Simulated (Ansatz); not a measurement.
Crystal: Zn.

```xyz
2
Lattice="2.6700 0.0000 0.0000 -1.3350 2.3123 0.0000 0.0000 0.0000 4.9660" Properties=species:S:1:pos:R:3 pbc="T T T"
Zn    1.3350    0.7708    3.7245
Zn    0.0000    1.5415    1.2415
```

| Property | Result |
| --- | --- |
| Program | Ansatz 0.2.0 |
| Task | relaxation of cell and atoms |
| Functional | HSEsol |
| Potentials or basis | Ansatz PAW |
| Cutoff | 420 eV (not typed: the program's choice for these potentials) |
| k mesh | 6 × 6 × 3 |
| Occupations | fermi-dirac, width 0.05 eV |
| Spin | no spin polarisation |

At the start: volume 15.33 Å³/atom.

Problem. How do energy, volume and symmetry change on relaxing?

Solution. It ends after 10 steps and the volume is 14.69 Å³/atom (-4.1 %); space group P6_3/mmc (No. 194, to 0.05 Å).

Step by step:
```tsv
step	energy change (eV)	largest force (eV/Å)	volume (Å³)
1	0.0000	0.0000	30.66
2	-0.0367	0.0000	29.91
3	-0.0410	0.0000	29.00
4	-0.0419	0.0000	29.32
5	-0.0421	0.0000	29.36
6	-0.0423	0.0000	29.39
7	-0.0423	0.0000	29.40
8	-0.0424	0.0000	29.36
9	-0.0423	0.0000	29.39
10	-0.0412	0.0000	29.39
```

Final structure:
```xyz
2
Lattice="2.5812 0.0000 0.0000 -1.2906 2.2354 0.0000 0.0000 0.0000 5.0931" Properties=species:S:1:pos:R:3 pbc="T T T"
Zn    1.2906    0.7451    3.8198
Zn    0.0000    1.4903    1.2733
```

Caveat: the k mesh is coarse (spacing up to 0.45 Å⁻¹), so the values aren't converged, least of all with exact exchange; the plane-wave basis is chosen anew once the cell has moved, so the energies of steps on either side of that aren't comparable; the PAW data sets come from PBE, with cores solved anew for the run's functional, which leaves a small shift of forces and pressure.
